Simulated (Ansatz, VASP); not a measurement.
## One calculation of In, two programs

INCAR

```
SYSTEM = In
ALGO = Normal
EDIFF = 1E-6
EDIFFG = -0.005
ENCUT = 600
GGA = PE
IBRION = 2
ISIF = 3
ISMEAR = -1
LASPH = .TRUE.
LCHARG = .FALSE.
LREAL = .FALSE.
LWAVE = .FALSE.
NELM = 80
NSW = 100
PREC = Accurate
SIGMA = 0.05
```

Contents of KPOINTS:

```
k-points
0
G
  9 9 9
  0 0 0
```

POSCAR

```
In
1.0
    0.0000000000      3.2195088072      3.2195088072
    3.2195088072      0.0000000000      3.2195088072
    3.2195088072      3.2195088072      0.0000000000
In
2
Direct
    0.0000000000      0.0000000000      0.0000000000
    0.2500000000      0.2500000000      0.2500000000
```

Input for Ansatz:

```yaml
crystal:
  lattice:
    - [0.0, 3.2195088072, 3.2195088072]
    - [3.2195088072, 0.0, 3.2195088072]
    - [3.2195088072, 3.2195088072, 0.0]
  atoms:
    - { symbol: In, position: [0.0, 0.0, 0.0] }
    - { symbol: In, position: [0.25, 0.25, 0.25] }
kpoints:
  mp_grid: { grid: [9, 9, 9] }
scf:
  occupations: { method: fermi_dirac, width: 0.05 }
hamiltonian:
  xc: pbe
  pseudopotentials: { kind: paw }
output:
  forces: true
  stress: true
relax:
  f_tol: 0.005
  max_steps: 80
  cell: {}
```

Alike in both runs: task relaxation of cell and atoms; functional PBE; k mesh 9 × 9 × 9; occupations fermi-dirac, width 0.05 eV; no spin polarisation.

|  | VASP | Ansatz |
| --- | --- | --- |
| version | VASP 6.6.1 | Ansatz 0.2.0 |
| potentials or method | VASP PAW PBE potentials, release 64 (In_d) | PAW with Ansatz's default frozen-core files, scalar-relativistic |
| plane-wave cutoff (eV) | 600 | 420 |
| valence electrons in the cell | 26 | 26 |

Ansatz gave:

- relaxed volume (Å³/atom): 38.09
- relaxed cell length with the largest relative difference (Å): 4.759
- energy change over the relaxation (meV/atom): -53

Task: Which values does VASP return?

Result: Relaxed volume (Å³/atom): 37.98; relaxed cell length with the largest relative difference (Å): 4.754; energy change over the relaxation (meV/atom): -53.
